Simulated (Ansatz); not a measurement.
SnO2 under pressure: fit and missing row

SnO2, P4_2/mnm, a = 4.723 Å, c = 3.190 Å. Ansatz: LDA, PAW, 420 eV, Γ-centred 6×6×8 mesh on 6 atoms, Gaussian smearing 0.02 eV; no spin polarisation. Cell and atoms are relaxed at each pressure, and no other structure is tried, so the rows at high pressure may lie past a change of phase.

```
V (Å³/atom) P (GPa)
          ?    40.01
     10.946    19.99
     11.350     9.99
     11.588     4.99
     11.744     2.01
     11.859    -0.01
     11.978    -2.00
```

**Question.** Take V0 = 11.859 Å³/atom, count pressures from its P0 = -0.01 GPa, fit the third-order Birch–Murnaghan form to the other rows, and predict the missing volume.

**Answer.** With the Eulerian strain f = ½[(V0/V)^(2/3) − 1] and y = (P − P0)/[3f(1 + 2f)^(5/2)], the form is the line y = B0 + 1.5 B0 (B0′ − 4) f. Rows (f, y): 0.02743, 212.7; 0.01484, 208.8; 0.00777, 206.4; 0.00326, 203.2; -0.00332, 203.2. Means f = 0.009996, y = 206.86; Σ(Δf)² = 0.0005551, ΣΔfΔy = 0.1856; the slope is their ratio. y = 203.5 + 334.4 f GPa, so B0 = 203.5 GPa and B0′ = 4 + 2 × (334.4)/(3 × 203.5) = 5.10. P = 40.01 GPa is met at f = 0.04824 (y = 219.63), so V = V0 (1 + 2f)^(−3/2) = 10.329 Å³/atom. The run gave 10.067 Å³/atom, so the fit is 0.262 Å³/atom too high, 14 % of the span of the series, against an rms of 0.0006 Å³/atom on the fitted rows. The row lies outside the fitted range. A fourth-order term fitted to the same rows gives P = 51.42 GPa at this row's volume (the line 50.66, the run 40.01), no gain. The records add, with no proof that it causes the miss: its space group is Pnnm, the others' P4_2/mnm.

The mesh isn't the same in all rows (6×6×8, 6×6×10).